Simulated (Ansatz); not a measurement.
## AlNi3 in Ansatz: the effect of target pressure

AlNi3:

```
Ni Al
1.0
     3.52305    0.00000    0.00000
     0.00000    3.52305    0.00000
     0.00000    0.00000    3.52305
Ni Al
3 1
Direct
  0.50000 0.50000 0.00000
  0.50000 0.00000 0.50000
  0.00000 0.50000 0.50000
  0.00000 0.00000 0.00000
```

The cell is a database's computed one.

Alike in all runs:

* Program: Ansatz 0.2.0
* Task: relaxation of cell and atoms
* Functional: PBEsol
* Potentials or basis: all-electron LAPW, scalar-relativistic
* Basis error allowed: 0.002 eV/atom
* k mesh: 8 × 8 × 8
* Occupations: fermi-dirac, width 0.05 eV
* Spin: collinear spin, ferromagnetic start
* Starting moments: [1.0, 1.0, 1.0, 0.0] μB

Each run relaxes the cell or the atoms first.

Q: One run gave: relaxed volume 10.42 Å³/atom; moment 0.61 μB. Which target pressure did it use?
A. 0 GPa
B. 10 GPa
C. 30 GPa
D. 5 GPa
E. 20 GPa

A: B.

| target pressure | relaxed volume (Å³/atom) | moment (μB) |
| --- | --- | --- |
| 0 GPa | 10.89 | 0.66 |
| 5 GPa | 10.64 | 0.64 |
| 10 GPa | 10.42 | 0.61 |
| 20 GPa | 10.04 | 0.55 |
| 30 GPa | 9.72 | 0.49 |

Runs at the PBE level aren't shown here.
